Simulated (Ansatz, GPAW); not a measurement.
This is a calculation of HfC for Ansatz 0.2.0. The cell comes from a database or a generator and needn't be the stable form of this composition.

The input input.yaml:

```yaml
crystal:
  lattice:
    - [3.3428660531, 0.0, 0.0]
    - [-1.6714330265, 2.8950069234, 0.0]
    - [0.0, 0.0, 5.202714]
  atoms:
    - { symbol: Hf, position: [0.3333333333, 0.6666666667, 0.25] }
    - { symbol: Hf, position: [0.6666666667, 0.3333333333, 0.75] }
    - { symbol: C, position: [0.0, 0.0, 0.5] }
    - { symbol: C, position: [0.0, 0.0, 0.0] }
hamiltonian:
  xc: pbesol
  pseudopotentials: { kind: paw }
kpoints:
  mp_grid: { grid: [9, 9, 5] }
scf:
  occupations: { method: fermi_dirac, width: 0.05 }
output:
  forces: true
  stress: true
  eigenvalues: true
```

Potentials or basis: Ansatz PAW.

The run is started by

```sh
$ ansatz run input.yaml --threads 1 --pin off --max-ram 3584MiB --backend cpu --events-out ev --progress --plain --runs-dir out
```

Task: Set up the same calculation for GPAW 26.7.0 (ASE script). Potentials or basis there: PAW data sets generated for this functional, cutoff 800 eV.

Result: As run (cutoffs and basis follow the program's own potentials, and thresholds, step limits or extra output files can differ):

Contents of run.py:

```python
from ase import Atoms
from ase.dft.bandgap import bandgap
from ase.io import write
from ase.units import Bohr, GPa
from gpaw import GPAW, PW, setup_paths
from gpaw.elf import elf_from_dft_calculation

setup_paths.insert(0, '.')

atoms = Atoms(['Hf', 'Hf', 'C', 'C'],
              cell=[[3.3428660531, 0.0, 0.0],
                    [-1.6714330265, 2.8950069234, 0.0],
                    [0.0, 0.0, 5.202714]],
              scaled_positions=[[0.3333333333, 0.6666666667, 0.25],
                                [0.6666666667, 0.3333333333, 0.75],
                                [0.0, 0.0, 0.5],
                                [0.0, 0.0, 0.0]],
              pbc=True)

calc = GPAW(mode=PW(800),
            xc='PBEsol',
            kpts={'size': (9, 9, 5), 'gamma': True},
            occupations={'name': 'fermi-dirac', 'width': 0.05},
            nbands=31,
            convergence={'density': 1e-05, 'energy': 1e-05},
            maxiter=150,
            txt='gpaw.txt')
atoms.calc = calc
energy = atoms.get_potential_energy()
forces = atoms.get_forces()
stress = atoms.get_stress()
calc.write('gs.gpw')
write('result.traj', atoms)
print(f'Energy: {energy:.6f} eV')
print('Forces (eV/A):')
print(forces.round(4))
print('Stress (GPa):', (stress / GPa).round(3))
print('Fermi level:', round(calc.get_fermi_level(), 4), 'eV')
print(f'Gap: {bandgap(calc)[0]:.4f} eV, direct: {bandgap(calc, direct=True)[0]:.4f} eV')

# fields on the real-space grid
write('density.cube', atoms, data=calc.get_pseudo_density() * Bohr**3)
write('potential.cube', atoms, data=calc.get_electrostatic_potential())
write('elf.cube', atoms, data=elf_from_dft_calculation(calc).data)
```

Potentials or basis: PAW data sets generated in the run's folder for this functional, pw.

The run is started by

```console
$ gpaw-setup -f PBEsol C Hf
$ OMP_NUM_THREADS=1 python run.py
```

Both were run:

|  | Ansatz | GPAW |
| --- | --- | --- |
| Pressure | -7.4 GPa | -6.3 GPa |

Ansatz's pressure holds a Pulay term of +0.23 GPa for its cutoff of 420 eV, which the other run lacks.

The potentials hold 60 and 32 valence electrons a cell.

Ansatz's potentials were made for PBE.

Where Ansatz's input types no cutoff or centring, it takes its own default and a Γ-centred mesh.

Pressure is positive in compression.
